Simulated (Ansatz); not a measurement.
**Thickness series in SrF2**

Base system: SrF$_{2}$ in the fluorite structure (space group Fm-3m, No. 225; a = 5.7906 Å). Axes: x, y, z lie along the cube axes.

Free-standing slabs (3 atom(s) a layer) normal to [111] with 15 Å of vacuum; in-plane cell held at bulk.

Calculations: r2SCAN, PAW, 500 eV (Ansatz, a first-principles code; spin-orbit coupling left out).

| variant | change of the spacing d23 from its bulk value of 0.836 Å | thickness between the outermost nuclei | smallest direct gap | band gap | shortest interatomic distance |
|---|---|---|---|---|---|
| base | – | – | 7.70 eV | 7.60 eV | 2.507 Å |
| 1 layer | – | 1.65 Å | 6.89 eV | 6.86 eV | 2.505 Å |
| 2 layers | +2.2 % | 4.93 Å | 7.25 eV | 7.17 eV | 2.461 Å |
| 3 layers | +0.9 % | 8.27 Å | 7.29 eV | 7.22 eV | 2.484 Å |
| 4 layers | +1.0 % | 11.62 Å | 7.32 eV | 7.25 eV | 2.483 Å |
| 5 layers | +1.0 % | 14.96 Å | 7.34 eV | 7.26 eV | 2.483 Å |
| 6 layers | +1.0 % | 18.30 Å | 7.34 eV | 7.27 eV | 2.483 Å |

Whether these cells are dynamically stable was not tested.
